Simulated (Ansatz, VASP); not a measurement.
## V in VASP and in Ansatz

```
V
1.0
    -1.49861    1.49861    1.49861
     1.49861   -1.49861    1.49861
     1.49861    1.49861   -1.49861
V
1
Cartesian
  0.0000 0.0000 0.0000
```

Alike in both runs: task single point; functional PBE; k mesh 20 × 20 × 20; occupations gaussian, width 0.1 eV; no spin polarisation.

|  | VASP | Ansatz |
| --- | --- | --- |
| version | VASP 6.6.1 | Ansatz 0.2.0 |
| potentials or method | VASP PAW PBE potentials, release 64 (V_sv) | scalar-relativistic, plane waves, PAW |
| plane-wave cutoff (eV) | 520 | 420 |
| valence electrons in the cell | 13 | 13 |

```csv
,VASP,Ansatz,Ansatz less VASP
gap on the k mesh at the Fermi level (eV),none,none,-
pressure (GPa),0.2,0.0,-0.23
```

A gap of «none» marks a metal or a gap that the smearing closes. The functional is the same, so the differences come from potentials, cutoffs and numerics.
